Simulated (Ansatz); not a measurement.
Phases of Li at 16 GPa

Structure types of Li are relaxed in primitive cells with their symmetry kept at 16 GPa, on PAW files; LAPW relaxes the small cells further and takes the PAW cell for the others (marked *). The enthalpy is E + pV at zero temperature, without zero-point motion. Only the types listed were tried, and differences under about 5 meV/atom are mesh noise. The real phase may be another.

Computed with Ansatz 0.2.0; functional PBE, scalar-relativistic. Settings: Fermi–Dirac smearing of 0.08 eV, no spin polarisation. Methods: LAPW: all electrons, basis error target 0.5 meV/atom; PAW: frozen-core files, cutoff 420 eV.

k meshes: fcc 18×18×18, bcc 18×18×18, hcp 17×17×9, hP4 11×11×7, sc 16×16×16, simple hexagonal 18×18×16.

Task: Which type is lowest in enthalpy, and by how much?

Result: fcc, 3 meV/atom below dhcp, which is within the noise of the k meshes. The whole table:

| start type | ends as | a, b, c (Å) | V (Å³/atom) | H − H(lowest), LAPW (meV/atom) | same, PAW |
| --- | --- | --- | --- | --- | --- |
| fcc | fcc, Fm-3m | 3.659, 3.659, 3.659 | 12.24 | 0.0 | 0.0 |
| bcc | bcc, Im-3m | 2.909, 2.909, 2.909 | 12.30 | 8.8 | 8.8 |
| hcp | hcp, P6_3/mmc | 2.584, 2.584, 4.241 | 12.26 | 5.0 | 5.0 |
| hP4* | dhcp, P6_3/mmc | 2.565, 2.565, 8.604 | 12.25 | 3.4 | 3.4 |
| sc | sc, Pm-3m | 2.284, 2.284, 2.284 | 11.91 | 98.4 | 98.6 |
| simple hexagonal | simple hexagonal, P6/mmm | 2.481, 2.481, 2.259 | 12.04 | 51.9 | 51.9 |
